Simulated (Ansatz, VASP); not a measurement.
**One calculation of NiO, two programs**

```
Ni O
1.0
     0.00000    2.11335    2.11335
     2.11335    0.00000    2.11335
     2.11335    2.11335    0.00000
Ni O
1 1
Direct
  0.00000 0.00000 0.00000
  0.50000 0.50000 0.50000
```

Change from the starting cell: volume scaled by 1.04.

Alike in both runs: task single point; functional PBEsol; k mesh 11 × 11 × 11; occupations fermi-dirac, width 0.05 eV; collinear spin, ferromagnetic start.

```csv
,VASP,Ansatz
version,VASP 6.6.1,Ansatz 0.2.0
potentials or method,"VASP PAW PBE potentials, release 64 (Ni, O)",Ansatz PAW
plane-wave cutoff (eV),520,420
valence electrons in the cell,16,24
```

Ansatz gave:

| Item | Value |
| --- | --- |
| gap on the k mesh at the Fermi level (eV) | none |
| pressure (GPa) | -13.0 |
| net moment per atom (μB) | 0.79 |
| size of the moment on the site where the two differ most (μB) | 1.28 |

Problem. Which values does VASP return?

Solution. gap on the k mesh at the Fermi level (eV): none; pressure (GPa): -13.2; net moment per atom (μB): 0.76; size of the moment on the site where the two differ most (μB): 1.25.

Site moments also hang on the region over which each program counts them. A gap of «none» marks a metal or a gap that the smearing closes. The two sets of potentials don't hold the same shells in valence.

Caveats: a cell with one magnetic atom can't hold antiferromagnetic order, which such compounds often take; semilocal functionals often make such compounds metallic where correlation or magnetic order opens a gap, which also shifts bond lengths; the PAW data sets were made with another functional, which shifts forces and pressure a little (VASP); the pressure holds a Pulay correction of +0.7 GPa for the finite cutoff (Ansatz); the PAW data sets come from PBE, with cores solved anew for the run's functional, which leaves a small shift of forces and pressure (Ansatz).
